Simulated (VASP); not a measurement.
# BN (P6_3/mmc) in VASP: a series of runs, part 2 of 2

VASP 6.6.1. The steps go on from the part before.

### Step 10. Equation of state, PBEsol, 8.61 Å³/atom (volume scaled by 0.96)

Input file INCAR:

```
SYSTEM = BN
ALGO     = Normal         ! electronic algorithm
EDIFF    = 1E-7           ! SCF threshold, eV
ENCUT    = 520            ! plane-wave cutoff, eV
GGA      = PS             ! functional
ISIF     = 2              ! what is computed and relaxed
ISMEAR   = -1             ! smearing method
LASPH    = .True.         ! aspherical terms in the spheres
LCHARG   = .False.        ! write CHGCAR
LREAL    = .False.        ! projectors in reciprocal space
LWAVE    = .False.        ! write WAVECAR
NBANDS   = 16             ! bands
NELM     = 80             ! most SCF steps
PREC     = Accurate       ! precision mode
SIGMA    = 0.05           ! smearing width, eV
```

Input file KPOINTS:

```
k-points
0
Gamma
  12 12 4
  0 0 0
```

Input file POSCAR:

```
BN
1.0
    2.4644758610      0.0000000000      0.0000000000
   -1.2322379305      2.1342987027      0.0000000000
    0.0000000000      0.0000000000      6.5460173847
N B
2 2
Direct
    0.6666666667      0.3333333333      0.2500000000
    0.3333333333      0.6666666667      0.7500000000
    0.6666666667      0.3333333333      0.7500000000
    0.3333333333      0.6666666667      0.2500000000
```

The run is started by

```sh
cat potpaw_PBE.64/N/POTCAR potpaw_PBE.64/B/POTCAR > POTCAR
mpirun -np 1 vasp_std > vasp.out
```

Run time: 15 s. Hardware: 1 thread of Intel Xeon Platinum 8559C (Emerald Rapids), shared host; peak memory 0.15 GiB.

It converged, with:

| Item | Value |
| --- | --- |
| Free energy | -36.4917 eV |
| Pressure | 13.4 GPa |
| Band gap on the k mesh | 4.22 eV, indirect (least direct gap 4.67 eV) |

Caveat: the PAW data sets were made with another functional, which shifts forces and pressure a little; this functional lacks dispersion, which binds the layers, so the pressure and a relaxed spacing across them are unreliable.

### Step 11. Equation of state, PBEsol, 8.79 Å³/atom (volume scaled by 0.98)

INCAR is that of step 10.

KPOINTS is that of step 10.

Input file POSCAR:

```
BN
1.0
    2.4814727834      0.0000000000      0.0000000000
   -1.2407363917      2.1490184693      0.0000000000
    0.0000000000      0.0000000000      6.5911637588
N B
2 2
Direct
    0.6666666667      0.3333333333      0.2500000000
    0.3333333333      0.6666666667      0.7500000000
    0.6666666667      0.3333333333      0.7500000000
    0.3333333333      0.6666666667      0.2500000000
```

The run is started by

```sh
cat potpaw_PBE.64/N/POTCAR potpaw_PBE.64/B/POTCAR > POTCAR
mpirun -np 1 vasp_std > vasp.out
```

It took 18 s on 1 thread of Intel Xeon Platinum 8559C (Emerald Rapids), shared host; peak memory 0.15 GiB.

Results (log left out):

- Free energy: -36.5396 eV
- Pressure: 7.7 GPa
- Band gap on the k mesh: 4.20 eV, indirect (least direct gap 4.64 eV)

Caveat: the PAW data sets were made with another functional, which shifts forces and pressure a little; this functional lacks dispersion, which binds the layers, so the pressure and a relaxed spacing across them are unreliable.

### Step 12. Equation of state, PBEsol, 9.15 Å³/atom (volume scaled by 1.02)

INCAR is that of step 11.

KPOINTS is that of step 11.

Input file POSCAR:

```
BN
1.0
    2.5147851179      0.0000000000      0.0000000000
   -1.2573925590      2.1778677972      0.0000000000
    0.0000000000      0.0000000000      6.6796463138
N B
2 2
Direct
    0.6666666667      0.3333333333      0.2500000000
    0.3333333333      0.6666666667      0.7500000000
    0.6666666667      0.3333333333      0.7500000000
    0.3333333333      0.6666666667      0.2500000000
```

Potentials or basis: VASP PAW PBE potentials, release 64 (N, B).

The run is started by

```sh
cat potpaw_PBE.64/N/POTCAR potpaw_PBE.64/B/POTCAR > POTCAR
mpirun -np 1 vasp_std > vasp.out
```

It took 19 s on 1 thread of Intel Xeon Platinum 8559C (Emerald Rapids), shared host; peak memory 0.16 GiB.

It converged, with:

```
Free energy            : -36.5637 eV
Pressure               : -2.3 GPa
Band gap on the k mesh : 4.16 eV, indirect (least direct gap 4.55 eV)
```

Caveat: the PAW data sets were made with another functional, which shifts forces and pressure a little; this functional lacks dispersion, which binds the layers, so the pressure and a relaxed spacing across them are unreliable.

### Step 13. Equation of state, PBEsol, 9.33 Å³/atom (volume scaled by 1.04)

INCAR is that of step 12.

KPOINTS is that of step 12.

Input file POSCAR:

```
BN
1.0
    2.5311153490      0.0000000000      0.0000000000
   -1.2655576745      2.1920101922      0.0000000000
    0.0000000000      0.0000000000      6.7230218559
N B
2 2
Direct
    0.6666666667      0.3333333333      0.2500000000
    0.3333333333      0.6666666667      0.7500000000
    0.6666666667      0.3333333333      0.7500000000
    0.3333333333      0.6666666667      0.2500000000
```

The run is started by

```sh
cat potpaw_PBE.64/N/POTCAR potpaw_PBE.64/B/POTCAR > POTCAR
mpirun -np 1 vasp_std > vasp.out
```

Wall time 21 s (1 thread of Intel Xeon Platinum 8559C (Emerald Rapids), shared host); peak memory 0.16 GiB.

It converged, with:

* Free energy: -36.5441 eV
* Pressure: -6.7 GPa
* Band gap on the k mesh: 4.14 eV, indirect (least direct gap 4.50 eV)

Caveat: the PAW data sets were made with another functional, which shifts forces and pressure a little; this functional lacks dispersion, which binds the layers, so the pressure and a relaxed spacing across them are unreliable.

### Step 14. Equation of state, PBEsol, 9.50 Å³/atom (volume scaled by 1.06)

INCAR is that of step 13.

KPOINTS is that of step 13.

Input file POSCAR:

```
BN
1.0
    2.5472375375      0.0000000000      0.0000000000
   -1.2736187687      2.2059724170      0.0000000000
    0.0000000000      0.0000000000      6.7658448057
N B
2 2
Direct
    0.6666666667      0.3333333333      0.2500000000
    0.3333333333      0.6666666667      0.7500000000
    0.6666666667      0.3333333333      0.7500000000
    0.3333333333      0.6666666667      0.2500000000
```

The run is started by

```sh
cat potpaw_PBE.64/N/POTCAR potpaw_PBE.64/B/POTCAR > POTCAR
mpirun -np 1 vasp_std > vasp.out
```

Run time: 19 s. Hardware: 1 thread of Intel Xeon Platinum 8559C (Emerald Rapids), shared host; peak memory 0.16 GiB.

It converged, with:

```
Free energy            : -36.5056 eV
Pressure               : -10.7 GPa
Band gap on the k mesh : 4.12 eV, indirect (least direct gap 4.46 eV)
```

Caveat: the PAW data sets were made with another functional, which shifts forces and pressure a little; this functional lacks dispersion, which binds the layers, so the pressure and a relaxed spacing across them are unreliable.

### Step 15. Equation of state, PBEsol

Potentials or basis: VASP PAW PBE potentials, release 64 (N, B).

No new run: the results of the series are fitted here.

Results:

| Quantity | Value |
| --- | --- |
| Equilibrium volume | 9.06 Å³/atom |
| Bulk modulus at fixed shape and positions | 241 GPa |
| Pressure derivative of the bulk modulus | 3.6 |

Energy against volume, from the lowest point:
```csv
volume (Å³/atom),energy (meV/atom)
8.429,36.71
8.608,18.00
8.787,6.03
8.967,0.21
9.146,0.00
9.325,4.92
9.505,14.54
```

Caveat: the cell was scaled at fixed shape and fractional positions, which overstates the stiffness of a crystal with free parameters, most of all of layers and chains; the PAW data sets were made with another functional, which shifts forces and pressure a little; this functional lacks dispersion, which binds the layers, so the pressure and a relaxed spacing across them are unreliable.
